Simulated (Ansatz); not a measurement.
Crystal: Ru.

```
Ru
1.0
     2.70580    0.00000    0.00000
    -1.35290    2.34329    0.00000
     0.00000    0.00000    4.28190
Ru
2
Direct
  0.66667 0.33333 0.75000
  0.33333 0.66667 0.25000
```

Base run:

| Item | Value |
| --- | --- |
| Program | Ansatz 0.2.0 |
| Functional | m-r2SCAN |
| Potentials or basis | Ansatz PAW |
| Cutoff | 500 eV (not typed: the program's choice for these potentials) |
| k mesh | 11 × 11 × 6 |
| Occupations | fermi-dirac, width 0.05 eV |
| Spin | no spin polarisation |

Its results: band gap on the k mesh none (metal or under the smearing width); pressure -2.0 GPa.

Question: The run is repeated on the same cell with these changes: functional from m-r2SCAN to LDA; cutoff from 500 eV (not typed: the program's choice for these potentials) to 420 eV (not typed: the program's choice for these potentials). What comes out?

Answer: Band gap on the k mesh none (metal or under the smearing width); pressure -12.2 GPa.

Caveats: the PAW data sets come from PBE, with cores solved anew for the run's functional, which leaves a small shift of forces and pressure.
